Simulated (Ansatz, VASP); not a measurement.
One calculation of CoSi3, two programs

Contents of INCAR:

```
SYSTEM = CoSi3
PREC = Accurate
ENCUT = 520
EDIFF = 1E-6
ISMEAR = 0
SIGMA = 0.1
LREAL = .FALSE.
LASPH = .TRUE.
NELM = 100
ALGO = Normal
ISIF = 2
LWAVE = .FALSE.
LCHARG = .FALSE.
GGA = PE
NBANDS = 18
```

The input KPOINTS:

```
Automatic mesh
0
G
  12 12 12
  0 0 0
```

Contents of POSCAR:

```
CoSi3
1.0
    3.6871170805      0.0000000000      0.0000000000
    0.0000000000      3.6871170805      0.0000000000
    0.0000000000      0.0000000000      3.6871170805
Si Co
3 1
Direct
    0.0000000000      0.5000000000      0.5000000000
    0.5000000000      0.0000000000      0.5000000000
    0.5000000000      0.5000000000      0.0000000000
    0.0000000000      0.0000000000      0.0000000000
```

Input for Ansatz:

```yaml
crystal:
  lattice:
    - [3.6871171536, 0.0, 0.0]
    - [0.0, 3.6871171536, 0.0]
    - [0.0, 0.0, 3.6871171536]
  atoms:
    - { symbol: Si, position: [0.0, 0.5, 0.5] }
    - { symbol: Si, position: [0.5, 0.0, 0.5] }
    - { symbol: Si, position: [0.5, 0.5, 0.0] }
    - { symbol: Co, position: [0.0, 0.0, 0.0] }
basis:
  ecutwfc: 420
kpoints:
  mp_grid: { grid: [12, 12, 12] }
hamiltonian:
  xc: pbe
scf:
  occupations: { method: gaussian, width: 0.1 }
  lower_state_search: "off"
output:
  forces: true
  stress: true
  eigenvalues: true
```

Alike in both runs: task single point; functional PBE; k mesh 12 × 12 × 12; occupations gaussian, width 0.1 eV; no spin polarisation.

```csv
,VASP,Ansatz
version,VASP 6.6.1,Ansatz 0.2.0
potentials or method,"VASP PAW PBE potentials, release 64 (Si, Co)","scalar-relativistic, plane waves, PAW"
plane-wave cutoff (eV),520,420
valence electrons in the cell,21,29
```

|  | VASP | Ansatz | Ansatz less VASP |
| --- | --- | --- | --- |
| gap on the k mesh at the Fermi level (eV) | none | none | - |
| pressure (GPa) | 0.0 | 0.0 | +0.03 |

A gap of «none» marks a metal or a gap that the smearing closes. With one functional, cell and mesh, what is left measures potentials, basis and numerics. The two sets of potentials don't hold the same shells in valence.

Spin polarisation is off, so any magnetic state and its effect on volume and gap are missing.
